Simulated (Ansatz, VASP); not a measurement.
# Cs in VASP and in Ansatz

The input INCAR:

```
SYSTEM = Cs
PREC     = Accurate       ! precision mode
ENCUT    = 520            ! plane-wave cutoff, eV
EDIFF    = 1E-7           ! SCF threshold, eV
ISMEAR   = -1             ! smearing method
SIGMA    = 0.05           ! smearing width, eV
LREAL    = .FALSE.        ! projectors in reciprocal space
LASPH    = .TRUE.         ! aspherical terms in the spheres
NELM     = 150            ! most SCF steps
ALGO     = Fast           ! electronic algorithm
ISIF     = 2              ! what is computed and relaxed
LWAVE    = .FALSE.        ! write WAVECAR
LCHARG   = .TRUE.         ! write CHGCAR
MAGMOM   = 0 0 0          ! initial moments
LORBIT   = 11             ! projections on sites
LSORBIT  = .TRUE.         ! spin-orbit coupling
GGA_COMPAT= .FALSE.      
LORBMOM  = .TRUE.       
GGA      = PS             ! functional
LVHAR    = .TRUE.       
NBANDS   = 20             ! bands
```

The input KPOINTS:

```
regular mesh
0
G
  4 4 4
  0 0 0
```

File POSCAR:

```
Cs
1.0
   -3.1284650614      3.1284650614      3.1284650614
    3.1284650614     -3.1284650614      3.1284650614
    3.1284650614      3.1284650614     -3.1284650614
Cs
1
Direct
    0.0000000000      0.0000000000      0.0000000000
```

File input.yaml:

```yaml
crystal:
  lattice:
    - [-3.1284650614, 3.1284650614, 3.1284650614]
    - [3.1284650614, -3.1284650614, 3.1284650614]
    - [3.1284650614, 3.1284650614, -3.1284650614]
  atoms:
    - { symbol: Cs, position: [0.0, 0.0, 0.0] }
kpoints:
  mp_grid: { grid: [4, 4, 4] }
  band_path:
    path:
      - [0.0, 0.0, 0.0]
      - [0.5, -0.5, 0.5]
      - [0.0, 0.0, 0.5]
      - [0.0, 0.0, 0.0]
      - [0.25, 0.25, 0.25]
      - [0.5, -0.5, 0.5]
    npoints: 12
scf:
  occupations: { method: fermi_dirac, width: 0.05 }
hamiltonian:
  xc: pbesol
  pseudopotentials: { kind: all_electron, lapw: { basis_error: 0.001 } }
magnetization:
  noncollinear: true
  spin_orbit: true
output:
  forces: true
  stress: true
  eigenvalues: true
```

Alike in both runs: functional PBEsol; k mesh 4 × 4 × 4; occupations fermi-dirac, width 0.05 eV; non-collinear spin, spin-orbit coupling.

|  | VASP | Ansatz |
| --- | --- | --- |
| version | VASP 6.6.1 | Ansatz 0.2.0 |
| potentials or method | VASP PAW PBE potentials, release 64 (Cs_sv) | all-electron LAPW, relativistic spinors |
| plane-wave cutoff (eV) | 520 | see its input |
| task | single point | band structure |

|  | VASP | Ansatz | Ansatz less VASP |
| --- | --- | --- | --- |
| gap on the k mesh at the Fermi level (eV) | none | none | - |
| pressure (GPa) | -0.2 | -0.2 | +0.01 |
| net moment per atom (μB) | 0.00 | 0.00 | 0.000 |

A gap of «none» marks a metal or a gap that the smearing closes. Ansatz ran all-electron here, so the differences hold the error of VASP's frozen core and of both bases.

Caveats: the PAW data sets were made with another functional, which shifts forces and pressure a little (VASP); the k mesh is thin for a metal, which can move the energy by tens of meV per atom (Ansatz).
